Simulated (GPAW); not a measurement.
**GaN in GPAW: the effect of functional**

The system is GaN.

```
CELL_PARAMETERS angstrom
0.00000 2.25350 2.25350
2.25350 0.00000 2.25350
2.25350 2.25350 0.00000
ATOMIC_POSITIONS crystal
Ga 0.00000 0.00000 0.00000
N 0.25000 0.25000 0.25000
```

The cell is a database's computed one.

Alike in all runs:

| Quantity | Value |
| --- | --- |
| Program | GPAW 26.7.0 |
| Task | dielectric tensor |
| Cutoff | 600 eV |
| Basis | pw |
| k mesh | 8 × 8 × 8 |
| Occupations | fermi-dirac, width 0.001 eV |
| Spin | no spin polarisation |

```csv
functional,potentials or basis,gap on the mesh (eV),dielectric constant (mean)
RPBE,the program's PAW data sets (release 1.2.1) made for this functional,1.83,5.53
PBEsol,PAW data sets generated in the run's folder for this functional,1.76,5.71
PBE,GPAW PAW data sets (gpaw-data 1.2.1),?,?
```

What does the run with functional PBE give?

gap on the mesh 1.80 eV; dielectric constant 5.60 mean.

Caveats: the long-wavelength limit can be off by a per cent or two.

A k mesh can miss the band edges.
